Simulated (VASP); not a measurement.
# Cu (Fm-3m) in VASP: a series of runs

Runs on Cu. Level: PBE. Tasks: relaxation of cell and atoms.

Everything below comes from runs of VASP 6.6.1. Logs are shortened: lines on timing, memory, paths and dates and some standing lists are left out, and cuts for length are marked.

### Step 1. Starting point

The structure is cubic, space group Fm-3m (No. 225). The conventional cell has a = 3.582 Å, b = 3.582 Å, c = 3.582 Å, α = 90.00°, β = 90.00°, γ = 90.00°. Cu (site symmetry m-3m) is surrounded by 12 Cu at 2.53 Å.

### Step 2. Relaxation of cell and atoms, PBE

INCAR

```
  PREC = Accurate
  ENCUT = 520
  EDIFF = 1E-7
  ISMEAR = 0
  SIGMA = 0.1
  LREAL = F
  LASPH = T
  NELM = 60
  ALGO = Normal
  ISIF = 3
  LWAVE = F
  LCHARG = F
  GGA = PE
  IBRION = 2
  NSW = 80
  EDIFFG = -0.002
```

KPOINTS

```
regular mesh
0
Gamma
  12 12 12
```

POSCAR

```
Cu
1.0
    0.0000000000      1.7909550000      1.7909550000
    1.7909550000      0.0000000000      1.7909550000
    1.7909550000      1.7909550000      0.0000000000
Cu
1
Direct
    0.0000000000      0.0000000000      0.0000000000
```

Potentials or basis: VASP PAW PBE potentials, release 64 (Cu).

The run is started by

```bash
$ cat potpaw_PBE.64/Cu/POTCAR > POTCAR
$ mpirun -np 1 vasp_std > vasp.out
```

OUTCAR:

```text
PREC = Accurate
   ENCUT = 520
   EDIFF = 1E-7
   ISMEAR = 0
   LREAL = F
   LASPH = T
   NELM = 60
   ISIF = 3
   GGA = PE
   IBRION = 2
   NSW = 80
   EDIFFG = -0.002

 ion  position               nearest neighbor table
   1  0.000  0.000  0.000-

  LATTYP: Found a face centered cubic cell.
 ALAT       =     3.5819100000

  Lattice vectors:

 A1 = (   0.0000000000,   1.7909550000,   1.7909550000)
 A2 = (   1.7909550000,   0.0000000000,   1.7909550000)
 A3 = (   1.7909550000,   1.7909550000,   0.0000000000)

Analysis of symmetry for initial positions (statically):
=====================================================================
 Subroutine PRICEL returns:
 Original cell was already a primitive cell.

 Routine SETGRP: Setting up the symmetry group for a
 face centered cubic supercell.

 Subroutine GETGRP returns: Found 48 space group operations
 (whereof 48 operations were pure point group operations)
 out of a pool of 48 trial point group operations.

The static configuration has the point symmetry O_h .

Analysis of symmetry for dynamics (positions and initial velocities):
=====================================================================
 Subroutine PRICEL returns:
 Original cell was already a primitive cell.

 Routine SETGRP: Setting up the symmetry group for a
 face centered cubic supercell.

 Subroutine GETGRP returns: Found 48 space group operations
 (whereof 48 operations were pure point group operations)
 out of a pool of 48 trial point group operations.

The dynamic configuration has the point symmetry O_h .

 Subroutine INISYM returns: Found 48 space group operations
 (whereof 48 operations are pure point group operations),
 and found     1 'primitive' translations

----------------------------------------------------------------------------------------

                                     Primitive cell

  volume of cell :      11.4890

  direct lattice vectors                    reciprocal lattice vectors
     0.000000000  1.790955000  1.790955000    -0.279180661  0.279180661  0.279180661
     1.790955000  0.000000000  1.790955000     0.279180661 -0.279180661  0.279180661
     1.790955000  1.790955000  0.000000000     0.279180661  0.279180661 -0.279180661

  length of vectors
     2.532792851  2.532792851  2.532792851     0.483555089  0.483555089  0.483555089

  position of ions in fractional coordinates (direct lattice)
     0.000000000  0.000000000  0.000000000

  ion indices of the primitive-cell ions
   primitive index   ion index
                 1           1

----------------------------------------------------------------------------------------

 KPOINTS: regular mesh

Automatic generation of k-mesh.
 Grid dimensions read from file:
 generate k-points for:   12   12   12

 Generating k-lattice:

  Cartesian coordinates                     Fractional coordinates (reciprocal lattice)
    -0.023265055  0.023265055  0.023265055     0.083333333  0.000000000  0.000000000
     0.023265055 -0.023265055  0.023265055     0.000000000  0.083333333  0.000000000
     0.023265055  0.023265055 -0.023265055     0.000000000  0.000000000  0.083333333

  Length of vectors
     0.040296257  0.040296257  0.040296257

  Shift w.r.t. Gamma in fractional coordinates (k-lattice)
     0.000000000  0.000000000  0.000000000

 Subroutine IBZKPT returns following result:
 ===========================================

 Found     72 irreducible k-points:

 Following reciprocal coordinates:
            Coordinates               Weight
  0.000000  0.000000  0.000000      1.000000
  0.083333  0.000000  0.000000      8.000000
  0.166667  0.000000  0.000000      8.000000
  0.250000  0.000000  0.000000      8.000000
  0.333333  0.000000  0.000000      8.000000
  0.416667  0.000000  0.000000      8.000000
[... 16 lines left out ...]
  0.500000  0.166667  0.000000     24.000000
 -0.416667  0.166667  0.000000     24.000000
 [... further k-points ...]
   k-points           NKPTS =     72   k-points in BZ     NKDIM =     72   number of bands    NBANDS=      9
   number of dos      NEDOS =    301   number of ions     NIONS =      1
   total plane-waves  NPLWV =   8000
   dimension x,y,z NGX =    20 NGY =   20 NGZ =   20
   dimension x,y,z NGXF=    40 NGYF=   40 NGZF=   40
   ions per type =               1
   NGX,Y,Z   is equivalent  to a cutoff of  13.13, 13.13, 13.13 a.u.
   NGXF,Y,Z  is equivalent  to a cutoff of  26.25, 26.25, 26.25 a.u.
 SYSTEM =  unknown system
   PREC   = accura    normal or accurate (medium, high low for compatibility)
   ISTART =      0    job   : 0-new  1-cont  2-samecut
   ICHARG =      2    charge: 1-file 2-atom 10-const
   ISPIN  =      1    spin polarized calculation?
   LNONCOLLINEAR =      F non collinear calculations
   LSORBIT =      F    spin-orbit coupling
   LASPH  =      T    aspherical Exc in radial PAW
   ENCUT  =  520.0 eV  38.22 Ry    6.18 a.u.   4.71  4.71  4.71*2*pi/ulx,y,z
   NELM   =     60;   NELMIN=  2; NELMDL= -5     # of ELM steps
   EDIFF  = 0.1E-06   stopping-criterion for ELM
   LREAL  =      F    real-space projection
   EDIFFG = -.2E-02   stopping-criterion for IOM
   NSW    =     80    number of steps for IOM
   IBRION =      2    ionic relax: 0-MD 1-quasi-New 2-CG
   NFREE  =      1    steps in history (QN), initial steepest desc. (CG)
   ISIF   =      3    stress and relaxation
   ISYM   =      2    0-nonsym 1-usesym 2-fastsym
   POTIM  = 0.5000    time-step for ionic-motion
   TEBEG  =    0.0;   TEEND  =   0.0 temperature during run
   PSTRESS=    0.0 pullay stress
   NELECT =      11.0000    total number of electrons
   NUPDOWN=      -1.0000    fix difference up-down
   EMIN   =  10.00;   EMAX   =-10.00  energy-range for DOS
   EFERMI =   0.00;   METHOD = LEGACY
   ISMEAR =     0;   SIGMA  =   0.10  broadening in eV -4-tet -1-fermi 0-gaus
   EFERMI_NEDOS =   21; number of points for ismear=-14 and -15
   IALGO  =     38    algorithm
   IMIX   =      4    mixing-type and parameters
     AMIX     =   0.40;   BMIX     =  1.00
     AMIX_MAG =   1.60;   BMIX_MAG =  1.00
  volume/ion in A,a.u.               =      11.49        77.53
  Fermi-wavevector in a.u.,A,eV,Ry     =   1.613533  3.049134 35.422593  2.603487
  Thomas-Fermi vector in A             =   2.708587
   LORBIT       =      0    0 simple, 1 ext, 2 COOP (PROOUT), +10 PAW based schemes
   GGA     = PE    functional components
   LHFCALC =     F    Hartree Fock is set to
   AEXX    =    0.0000 exact exchange contribution
   IVDW    =     0    specifies the selected vdW correction
   LEPSILON=     F    determine dielectric tensor
   LRPA    =     F    only Hartree local field effects (RPA)
 conjugate gradient relaxation of ions
 non-spin polarized calculation
 Gauss-broadening in eV      SIGMA  =   0.10
  energy-cutoff  :      520.00
  volume of cell :       11.49
 maximum number of plane-waves:       331
   NGX =  9   NGY =  9   NGZ =  9

--------------------------------------- Ionic step        1  -------------------------------------------

 number of electron      11.0000011 magnetization

 Free energy of the ion-electron system (eV)
  ---------------------------------------------------
  ext. energy  EPLUGINS =         0.00000000
  ---------------------------------------------------
  free energy    TOTEN  =        -3.71464121 eV

  energy without entropy =       -3.71339256  energy(sigma->0) =       -3.71401689

------------------------ aborting loop because EDIFF is reached ----------------------------------------

  FORCE on cell =-STRESS in cart. coord.  units (eV):
  Direction    XX          YY          ZZ          XY          YZ          ZX
  --------------------------------------------------------------------------------------
  -------------------------------------------------------------------------------------
  Total        0.4743565      0.4743565      0.4743565      0.0000000      0.0000000      0.0000000
  in kB       66.1502363     66.1502363     66.1502363      0.0000000      0.0000000      0.0000000
  external PRESSURE =      66.1502363 kB  Pullay stress =       0.0000000 kB

 VOLUME and BASIS-vectors are now :
 -----------------------------------------------------------------------------
  energy-cutoff  :      520.00
  volume of cell :       11.49
      direct lattice vectors                 reciprocal lattice vectors
     0.000000000  1.790955000  1.790955000    -0.279180661  0.279180661  0.279180661
     1.790955000  0.000000000  1.790955000     0.279180661 -0.279180661  0.279180661
     1.790955000  1.790955000  0.000000000     0.279180661  0.279180661 -0.279180661
[... 36 lines left out ...]
 POSITION                                       TOTAL-FORCE (eV/Angst)
 -----------------------------------------------------------------------------------
      0.00000      0.00000      0.00000        -0.000000     -0.000000     -0.000000
 -----------------------------------------------------------------------------------
    total drift:                                0.000000      0.000000      0.000000

  FREE ENERGIE OF THE ION-ELECTRON SYSTEM (eV)
  ---------------------------------------------------
  free  energy   TOTEN  =        -3.7210208308 eV

  energy  without entropy=       -3.7195389066  energy(sigma->0) =       -3.72027987

--------------------------------------- Ionic step        3  -------------------------------------------

 number of electron      10.9999997 magnetization

 Free energy of the ion-electron system (eV)
  ---------------------------------------------------
  ext. energy  EPLUGINS =         0.00000000
  ---------------------------------------------------
  free energy    TOTEN  =        -3.72442845 eV

  energy without entropy =       -3.72303881  energy(sigma->0) =       -3.72373363

 E-fermi :   7.3126     XC(G=0): -12.6421

 val. band max:        7.3105622657   @ k =   0.4167   0.4167   0.0000
 cond. band min:       7.3146877103   @ k =   0.5000   0.3333   0.1667
 fundamental gap:      0.0041254446
 Fermi energy:         7.3126132818

 k-point     1 :       0.0000    0.0000    0.0000
  band No.  band energies     occupation
      1      -1.8353      2.00000
      2       4.4179      2.00000
      3       4.4179      2.00000
      4       4.4179      2.00000
      5       5.2213      2.00000
      6       5.2213      2.00000
      7      29.8828      0.00000
      8      32.4134      0.00000
      9      32.4134      0.00000

 k-point     2 :       0.0833    0.0000    0.0000
  band No.  band energies     occupation
      1      -1.5856      2.00000
      2       4.3671      2.00000
      3       4.4631      2.00000
      4       4.4631      2.00000
      5       5.2046      2.00000
      6       5.2046      2.00000
      7      28.1209      0.00000
      8      30.7030      0.00000
      9      31.7219      0.00000
[... 253 lines left out ...]
 k-point    24 :      -0.4167    0.1667    0.0000
  band No.  band energies     occupation
      1       2.8820      2.00000
      2       4.0746      2.00000
      3       4.5880      2.00000
      4       4.6681      2.00000
      5       5.6817      2.00000
      6       8.3964      0.00000
      7      11.6560      0.00000
      8      22.0160      0.00000
      9      26.3835      0.00000

 [... further k-points ...]

------------------------ aborting loop because EDIFF is reached ----------------------------------------

  FORCE on cell =-STRESS in cart. coord.  units (eV):
  Direction    XX          YY          ZZ          XY          YZ          ZX
  --------------------------------------------------------------------------------------
  -------------------------------------------------------------------------------------
  Total       -0.0004544     -0.0004544     -0.0004544      0.0000000     -0.0000000     -0.0000000
  in kB       -0.0607473     -0.0607473     -0.0607473      0.0000000     -0.0000000     -0.0000000
  external PRESSURE =      -0.0607473 kB  Pullay stress =       0.0000000 kB

 VOLUME and BASIS-vectors are now :
 -----------------------------------------------------------------------------
  energy-cutoff  :      520.00
  volume of cell :       11.98
      direct lattice vectors                 reciprocal lattice vectors
     0.000000000  1.816317991  1.816317991    -0.275282193  0.275282193  0.275282193
     1.816317991  0.000000000  1.816317991     0.275282193 -0.275282193  0.275282193
     1.816317991  1.816317991  0.000000000     0.275282193  0.275282193 -0.275282193

 POSITION                                       TOTAL-FORCE (eV/Angst)
 -----------------------------------------------------------------------------------
      0.00000      0.00000      0.00000         0.000000     -0.000000     -0.000000
 -----------------------------------------------------------------------------------
    total drift:                                0.000000      0.000000      0.000000

  FREE ENERGIE OF THE ION-ELECTRON SYSTEM (eV)
  ---------------------------------------------------
  free  energy   TOTEN  =        -3.7244284547 eV

  energy  without entropy=       -3.7230388139  energy(sigma->0) =       -3.72373363

 reached required accuracy - stopping structural energy minimisation
```

Wall time 11 s (1 thread of Intel Xeon Platinum 8488C (Sapphire Rapids), shared host); peak memory 0.13 GiB.

Results:

* Free energy: -3.7244 eV
* Relaxed volume: 11.98 Å³/atom
* Relaxed cell: a = 2.569 Å, b = 2.569 Å, c = 2.569 Å, α = 60.00°, β = 60.00°, γ = 60.00°
* Space group after relaxing (to 0.05 Å): Fm-3m (No. 225)
* Energy gained by relaxing: 9.8 meV/atom
* Ionic steps: 3
* Pressure after relaxing: 0.0 GPa
* Band gap on the k mesh: none (metal or under the smearing width)

The path:
```csv
step,energy change (eV),largest force (eV/Å),pressure (GPa),volume (Å³)
1,0.0000,0.0000,6.62,11.49
2,-0.0064,0.0000,-3.43,12.30
3,-0.0098,0.0000,-0.01,11.98
```

Final structure:
```
Cu
1.0
     0.00000    1.81632    1.81632
     1.81632    0.00000    1.81632
     1.81632    1.81632    0.00000
Cu
1
Direct
  0.00000 0.00000 0.00000
```

PBE usually gives volumes a little too large and moduli too small. Zero-point motion and thermal expansion aren't in these numbers.

### Step 3. Relaxation of cell and atoms, PBE

This run uses another cell than the first one, of 11.98 Å³/atom, 1.043 times its volume.

INCAR is that of step 2.

KPOINTS is that of step 2.

POSCAR

```
Cu                                      
1.0
    0.0000000000      1.8163179907      1.8163179907
    1.8163179907      0.0000000000      1.8163179907
    1.8163179907      1.8163179907      0.0000000000
  Cu            
     1
Direct
     0.0000000000000000    0.0000000000000000    0.0000000000000000
```

Potentials or basis: VASP PAW PBE potentials, release 64 (Cu).

The run is started by

```bash
$ cat potpaw_PBE.64/Cu/POTCAR > POTCAR
$ mpirun -np 1 vasp_std > vasp.out
```

Wall time 9.1 s (1 thread of Intel Xeon Platinum 8488C (Sapphire Rapids), shared host); peak memory 0.12 GiB.

The run converged. Its results:

```yaml
Free_energy: -3.7249 eV
Relaxed_volume: 11.99 Å³/atom
Relaxed_cell: a = 2.569 Å, b = 2.569 Å, c = 2.569 Å, α = 60.00°, β = 60.00°, γ = 60.00°
Space_group_after_relaxing_to_0.05_Å: Fm-3m (No. 225)
Energy_gained_by_relaxing: 0.0 meV/atom
Ionic_steps: 3
Pressure_after_relaxing: 0.0 GPa
Band_gap_on_the_k_mesh: none (metal or under the smearing width)
```

Final structure:
```cif
data_structure
_symmetry_space_group_name_H-M 'P 1'
_symmetry_Int_Tables_number 1
_cell_length_a 2.5691
_cell_length_b 2.5691
_cell_length_c 2.5691
_cell_angle_alpha 60.000
_cell_angle_beta 60.000
_cell_angle_gamma 60.000
_cell_volume 11.99
loop_
_atom_site_label
_atom_site_type_symbol
_atom_site_fract_x
_atom_site_fract_y
_atom_site_fract_z
_atom_site_occupancy
Cu1 Cu 0.00000 0.00000 0.00000 1
```

Levels at points of the mesh, in eV from the Fermi level:
```csv
k point,band 3,band 4,band 5,band 6,band 7,band 8,band 9
"(0.00, 0.00, 0.00)",-2.89,-2.89,-2.09,-2.09,22.57,25.09,25.09
"(0.50, 0.00, 0.00)",-2.93,-1.54,-1.54,-0.87,3.77,21.07,21.93
"(0.50, 0.50, 0.00)",-1.55,-1.40,-1.40,1.60,7.10,13.06,13.06
```
